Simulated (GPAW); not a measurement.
Input of a GPAW 26.7.0 run:

run.py

```python
import numpy as np
import spglib
from ase import Atoms
from ase.dft.bandgap import bandgap
from ase.io import read, write
from ase.units import Ha
from gpaw import GPAW, PW
from gpaw.hybrids.energy import non_self_consistent_energy
from gpaw.new.pw.nschse import non_self_consistent_matrix_elements

atoms = read('AlN.cif')
cell, positions, numbers = spglib.find_primitive(
    (atoms.cell[:], atoms.get_scaled_positions(), atoms.numbers), symprec=1e-4)
atoms = Atoms(numbers, cell=cell, scaled_positions=positions, pbc=True)

calc = GPAW(mode=PW(600),
            xc='MGGA_X_TPSS+MGGA_C_TPSS',
            kpts={'size': (7, 7, 7), 'gamma': True},
            occupations={'name': 'fermi-dirac', 'width': 0.05},
            nbands=11,
            convergence={'density': 1e-06, 'bands': 9},
            maxiter=80,
            txt='gpaw.txt')
atoms.calc = calc
energy = atoms.get_potential_energy()
calc.write('gs.gpw')
write('result.traj', atoms)
print(f'Energy: {energy:.6f} eV')
print('Fermi level:', round(calc.get_fermi_level(), 4), 'eV')
print(f'Gap: {bandgap(calc)[0]:.4f} eV, direct: {bandgap(calc, direct=True)[0]:.4f} eV')

calc.write('wfs.gpw', mode='all')
eps = calc.eigenvalues()
free = calc.get_potential_energy(force_consistent=True)
semilocal_x = free + calc.get_xc_difference('MGGA_X_TPSS')  # without correlation
exact_x = non_self_consistent_energy(calc, 'EXX').sum()
h_x = non_self_consistent_matrix_elements(GPAW('wfs.gpw').dft, 'MGGA_X_TPSS')
h_exx = non_self_consistent_matrix_elements(GPAW('wfs.gpw').dft, 'EXX')
shift = np.einsum('sknn->skn', h_exx - h_x).real * Ha
np.savetxt('shift.dat', shift[..., :9].reshape((-1, 9)), fmt='%.4f')
occupied = eps < calc.get_fermi_level()
for name, a in {'TPSSh': 0.1, 'TPSS0': 0.25}.items():
    levels = (eps + a * shift)[..., :9]
    gap = levels[~occupied[..., :9]].min() - levels[occupied[..., :9]].max()
    print(f'{name}: share {a}, energy {free + a * (exact_x - semilocal_x):.6f} eV, gap {gap:.4f} eV')
```

Contents of AlN.cif:

```cif
data_AlN
_cell_length_a 4.36798712
_cell_length_b 4.36798712
_cell_length_c 4.36798712
_cell_angle_alpha 90.00000000
_cell_angle_beta 90.00000000
_cell_angle_gamma 90.00000000
_space_group_name_H-M_alt 'F-43m'
_space_group_name_Hall 'F -4 2 3'
_space_group_IT_number 216
loop_
_space_group_symop_operation_xyz
'x,y,z'
'y,-x,-z'
'-x,-y,z'
'-y,x,-z'
'x,-y,-z'
'y,x,z'
'-x,y,-z'
'-y,-x,z'
'z,x,y'
'-z,y,-x'
'z,-x,-y'
'-z,-y,x'
'-z,x,-y'
'z,y,x'
'-z,-x,y'
'z,-y,-x'
'y,z,x'
'-x,-z,y'
'-y,z,-x'
'x,-z,-y'
'-y,-z,x'
'x,z,y'
'y,-z,-x'
'-x,z,-y'
'x,y+1/2,z+1/2'
'y,-x+1/2,-z+1/2'
'-x,-y+1/2,z+1/2'
'-y,x+1/2,-z+1/2'
'x,-y+1/2,-z+1/2'
'y,x+1/2,z+1/2'
'-x,y+1/2,-z+1/2'
'-y,-x+1/2,z+1/2'
'z,x+1/2,y+1/2'
'-z,y+1/2,-x+1/2'
'z,-x+1/2,-y+1/2'
'-z,-y+1/2,x+1/2'
'-z,x+1/2,-y+1/2'
'z,y+1/2,x+1/2'
'-z,-x+1/2,y+1/2'
'z,-y+1/2,-x+1/2'
'y,z+1/2,x+1/2'
'-x,-z+1/2,y+1/2'
'-y,z+1/2,-x+1/2'
'x,-z+1/2,-y+1/2'
'-y,-z+1/2,x+1/2'
'x,z+1/2,y+1/2'
'y,-z+1/2,-x+1/2'
'-x,z+1/2,-y+1/2'
'x+1/2,y,z+1/2'
'y+1/2,-x,-z+1/2'
'-x+1/2,-y,z+1/2'
'-y+1/2,x,-z+1/2'
'x+1/2,-y,-z+1/2'
'y+1/2,x,z+1/2'
'-x+1/2,y,-z+1/2'
'-y+1/2,-x,z+1/2'
'z+1/2,x,y+1/2'
'-z+1/2,y,-x+1/2'
'z+1/2,-x,-y+1/2'
'-z+1/2,-y,x+1/2'
'-z+1/2,x,-y+1/2'
'z+1/2,y,x+1/2'
'-z+1/2,-x,y+1/2'
'z+1/2,-y,-x+1/2'
'y+1/2,z,x+1/2'
'-x+1/2,-z,y+1/2'
'-y+1/2,z,-x+1/2'
'x+1/2,-z,-y+1/2'
'-y+1/2,-z,x+1/2'
'x+1/2,z,y+1/2'
'y+1/2,-z,-x+1/2'
'-x+1/2,z,-y+1/2'
'x+1/2,y+1/2,z'
'y+1/2,-x+1/2,-z'
'-x+1/2,-y+1/2,z'
'-y+1/2,x+1/2,-z'
'x+1/2,-y+1/2,-z'
'y+1/2,x+1/2,z'
'-x+1/2,y+1/2,-z'
'-y+1/2,-x+1/2,z'
'z+1/2,x+1/2,y'
'-z+1/2,y+1/2,-x'
'z+1/2,-x+1/2,-y'
'-z+1/2,-y+1/2,x'
'-z+1/2,x+1/2,-y'
'z+1/2,y+1/2,x'
'-z+1/2,-x+1/2,y'
'z+1/2,-y+1/2,-x'
'y+1/2,z+1/2,x'
'-x+1/2,-z+1/2,y'
'-y+1/2,z+1/2,-x'
'x+1/2,-z+1/2,-y'
'-y+1/2,-z+1/2,x'
'x+1/2,z+1/2,y'
'y+1/2,-z+1/2,-x'
'-x+1/2,z+1/2,-y'
loop_
_atom_site_label
_atom_site_type_symbol
_atom_site_symmetry_multiplicity
_atom_site_Wyckoff_symbol
_atom_site_fract_x
_atom_site_fract_y
_atom_site_fract_z
_atom_site_occupancy
Al1 Al 4 a 0.0000000000 0.0000000000 0.0000000000 1
N1 N 4 d 0.2500000000 0.2500000000 0.7500000000 1
```

Potentials or basis: GPAW PAW data sets (gpaw-data 1.2.1), pw.

Command:

```console
$ OMP_NUM_THREADS=1 python run.py
```

**Question.** What does it give for the band gap on the k mesh?

**Answer.** 3.56 eV, indirect (least direct gap 4.15 eV).

Band gaps from one-shot exact exchange on these states (eV): tpssh 4.34, tpss0 5.50

Caveat: energy and the plain gap are those of the semilocal run; the hybrids' values are one shot on its orbitals and mesh; an odd mesh through Γ misses points on the zone boundary, where band edges often lie. TPSS opens gaps a little over a GGA but as a rule still falls short of measured ones.
